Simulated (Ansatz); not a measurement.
Write the native input for Ansatz 0.2.0 that does the following.

| Quantity | Value |
| --- | --- |
| Task | relaxation of cell and atoms |
| Functional | PBEsol |
| Dispersion | D4 |
| Potentials or basis | Ansatz PAW |
| Cutoff | 420 eV (not typed: the program's choice for these potentials) |
| k mesh | 11 × 11 × 11 |
| Occupations | fermi-dirac, width 0.05 eV |
| Spin | no spin polarisation |

The system is Ag.

```
Ag
1.0
     0.00000    2.04275    2.04275
     2.04275    0.00000    2.04275
     2.04275    2.04275    0.00000
Ag
1
Direct
  0.00000 0.00000 0.00000
```

The input as run:

input.yaml

```yaml
crystal:
  lattice:
    - [0.0, 2.04275, 2.04275]
    - [2.04275, 0.0, 2.04275]
    - [2.04275, 2.04275, 0.0]
  atoms:
    - { symbol: Ag, position: [0.0, 0.0, 0.0] }
hamiltonian:
  xc: pbesol
  pseudopotentials: { kind: paw }
  dispersion: d4
kpoints:
  mp_grid: { grid: [11, 11, 11] }
scf:
  occupations: { method: fermi_dirac, width: 0.05 }
output:
  forces: true
  stress: true
relax:
  f_tol: 0.01
  max_steps: 40
  cell: { stress_tol: 0.05 }
```

Potentials or basis: Ansatz PAW.

Run with:

```bash
$ ansatz run input.yaml --threads 2 --pin off --max-ram 5632MiB --backend cpu --events-out ev --progress --plain --runs-dir out
```

It gave:

| Property | Result |
| --- | --- |
| Relaxed volume | 16.21 Å³/atom |
| Relaxed cell | a = 2.841 Å, b = 2.841 Å, c = 2.841 Å, α = 60.00°, β = 60.00°, γ = 60.00° |
| Space group after relaxing (to 0.05 Å) | Fm-3m (No. 225) |
| Energy gained by relaxing | 16.1 meV/atom |
| Ionic steps | 6 |
| Pressure after relaxing | 0.0 GPa |

Caveat: the plane-wave basis is chosen anew once the cell has moved, so the energies of steps on either side of that aren't comparable; the PAW data sets come from PBE, with cores solved anew for the run's functional, which leaves a small shift of forces and pressure.

Run time: 2.4 s on 2 threads of Arm Neoverse V2, with other jobs on the host, peak memory 0.27 GiB.
